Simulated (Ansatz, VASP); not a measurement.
ZrB2 in VASP and in Ansatz

File INCAR:

```
PREC     = Accurate       # precision mode
ENCUT    = 600            # plane-wave cutoff, eV
EDIFF    = 1E-6           # SCF threshold, eV
ISMEAR   = 0              # smearing method
SIGMA    = 0.1            # smearing width, eV
LREAL    = F              # projectors in reciprocal space
LASPH    = T              # aspherical terms in the spheres
NELM     = 60             # most SCF steps
ALGO     = Fast           # electronic algorithm
ISIF     = 3              # what is computed and relaxed
LWAVE    = F              # write WAVECAR
LCHARG   = F              # write CHGCAR
GGA      = PE             # functional
IVDW     = 12             # dispersion correction
IBRION   = 2              # ionic algorithm
NSW      = 100            # ionic steps
EDIFFG   = -0.01          # ionic threshold
```

File KPOINTS:

```
Automatic mesh
0
Gamma
  18 18 14
```

Contents of POSCAR:

```
ZrB2
1.0
    3.1512595201      0.0000000000      0.0000000000
   -1.5756297600      2.7290707983      0.0000000000
    0.0000000000      0.0000000000      3.4982949122
Zr B
1 2
Direct
    0.0000000000      0.0000000000      0.0000000000
    0.3333333333      0.6666666667      0.5000000000
    0.6666666667      0.3333333333      0.5000000000
```

Input for Ansatz:

```yaml
crystal:
  lattice:
    - [3.1512595201, 0.0, 0.0]
    - [-1.57562976, 2.7290707983, 0.0]
    - [0.0, 0.0, 3.4982949122]
  atoms:
    - { symbol: Zr, position: [0.0, 0.0, 0.0] }
    - { symbol: B, position: [0.3333333333, 0.6666666667, 0.5] }
    - { symbol: B, position: [0.6666666667, 0.3333333333, 0.5] }
basis:
  ecutwfc: 420
kpoints:
  mp_grid: { grid: [18, 18, 14] }
hamiltonian:
  xc: pbe
  dispersion: d3bj
scf:
  occupations: { method: gaussian, width: 0.1 }
output:
  forces: true
  stress: true
  eigenvalues: true
relax:
  adjacent_minimum: "off"
  f_tol: 0.01
  max_steps: 80
  cell: { stress_tol: 0.05 }
```

Alike in both runs: task relaxation of cell and atoms; functional PBE; dispersion D3(BJ); k mesh 18 × 18 × 14; occupations gaussian, width 0.1 eV; no spin polarisation.

```csv
,VASP,Ansatz
version,VASP 6.6.1,Ansatz 0.2.0
potentials or method,"VASP PAW PBE potentials, release 64 (Zr_sv, B)","scalar-relativistic, plane waves, PAW"
plane-wave cutoff (eV),600,420
valence electrons in the cell,18,18
```

```csv
,VASP,Ansatz,Ansatz less VASP
"gap on the k mesh at the Fermi level, each at its own relaxed structure (eV)",none,none,-
relaxed volume (Å³/atom),10.03,10.02,-0.007
relaxed cell length with the largest relative difference (Å),3.509,3.508,-0.0010
```

A gap of «none» marks a metal or a gap that the smearing closes.

Caveats: pairwise dispersion overbinds metals, which lowers pressure and volume.
